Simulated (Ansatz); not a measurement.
Write the native input for Ansatz 0.2.0 that does the following.

| Quantity | Value |
| --- | --- |
| Task | band structure |
| Functional | PBE |
| Potentials or basis | all-electron LAPW, scalar-relativistic |
| Cutoff | 266 eV (chosen from the basis error) |
| Basis error allowed | 0.002 eV/atom |
| k mesh | 12 × 12 × 12 |
| Occupations | gaussian, width 0.01 eV |
| Spin | collinear spin, random start |
| Starting moments | [1.0] μB |
| Fixed moment | 1 μB |
| Scf algorithm | density_mixing |
| Kpoints mp grid shift | [0.5, 0.5, 0.5] |

Crystal: Rh.

```
Rh
1.0
     0.00000    1.87220    1.87220
     1.87220    0.00000    1.87220
     1.87220    1.87220    0.00000
Rh
1
Cartesian
  0.0000 0.0000 0.0000
```

The cell isn't the ideal one: cell squeezed.

These files were run (other wordings do the same):

input.yaml

```yaml
crystal:
  lattice:
    - [0.0, 1.8722002341, 1.8722002341]
    - [1.8722002341, 0.0, 1.8722002341]
    - [1.8722002341, 1.8722002341, 0.0]
  atoms:
    - { symbol: Rh, position: [0.0, 0.0, 0.0], spin: 1.0 }
kpoints:
  mp_grid: { grid: [12, 12, 12], shift: [0.5, 0.5, 0.5] }
  band_path:
    path:
      - [0.0, 0.0, 0.0]
      - [0.5, 0.0, 0.5]
      - [0.5, 0.25, 0.75]
      - [0.375, 0.375, 0.75]
      - [0.0, 0.0, 0.0]
      - [0.5, 0.5, 0.5]
      - [0.625, 0.25, 0.625]
      - [0.5, 0.25, 0.75]
    npoints: 8
scf:
  occupations: { method: gaussian, width: 0.01 }
  algorithm: density_mixing
hamiltonian:
  xc: pbe
  pseudopotentials: { kind: all_electron, lapw: { basis_error: 0.002 } }
magnetization:
  spin_polarized: true
  initial_magnetization: 1.0
  spin_locking: { lock_magnetization: hard }
output:
  forces: true
  stress: true
  eigenvalues: true
```

Potentials or basis: all-electron LAPW, scalar-relativistic.

Run with:

```bash
$ ansatz run input.yaml --threads 1 --pin off --max-ram 2560MiB --backend cpu --events-out ev --progress --plain --runs-dir out
```

It gave:

| Quantity | Value |
| --- | --- |
| Pressure | 29.0 GPa |
| Absolute moment | 1.01 μB per cell |
| Site moments | Rh +1.00 μB |

Caveat: the total moment is fixed, so each spin has its own Fermi level.

Run time: 19 s on 1 thread of Intel(R) Xeon(R) 6975P-C (Granite Rapids), on a shared host, peak memory 0.49 GiB.
